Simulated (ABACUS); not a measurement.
## ZnSe (Stilleite) under changes of volume

One of the cells (22.757 Å³/atom); the others are scaled copies at fixed shape and fractional positions:

```
Se Zn
1.0
     0.00000    2.83380    2.83380
     2.83380    0.00000    2.83380
     2.83380    2.83380    0.00000
Se Zn
1 1
Cartesian
  4.2507 4.2507 4.2507
  0.0000 0.0000 0.0000
```

- Program: ABACUS 3.10.1
- Functional: PBE
- Potentials or basis: GBRV ultrasoft 1.5 PBE
- Cutoff: 544 eV
- Density cutoff: 4354 eV
- Basis: plane waves
- k mesh: 6 × 6 × 6
- Occupations: fermi-dirac, width 0.05 eV
- Spin: no spin polarisation

```csv
volume (Å³/atom),energy over the lowest point (meV/atom),pressure (GPa),gap on the mesh (eV)
21.391,44.02,7.0,1.53
21.846,?,?,?
22.301,14.13,3.6,1.36
22.757,5.75,2.2,1.28
23.212,1.18,1.0,1.20
23.667,0.00,-0.2,1.13
24.122,1.88,-1.2,1.05
```

Task: What does the run at 21.846 Å³/atom give?

Result: Energy over the lowest point 26.72 meV/atom; pressure 5.2 GPa; gap on the mesh 1.45 eV.

Worked out: A Birch-Murnaghan fit of order 3 (a polynomial in V^(-2/3)) to the other rows has its minimum at 23.61 Å³/atom with B0 = V·E''(V) = 56 GPa and B' = 4.6. It gives 26.72 meV/atom at 21.846 Å³/atom, against the run's 26.72, and -dE/dV = 5.2 GPa, against 5.2. A straight line through the other rows of the gap, of slope -3.97 eV per unit of ln V (its deformation potential), gives 1.44 eV, against the run's 1.45.

Energies are extrapolated to zero smearing.

Spin-orbit coupling on Se is left out.
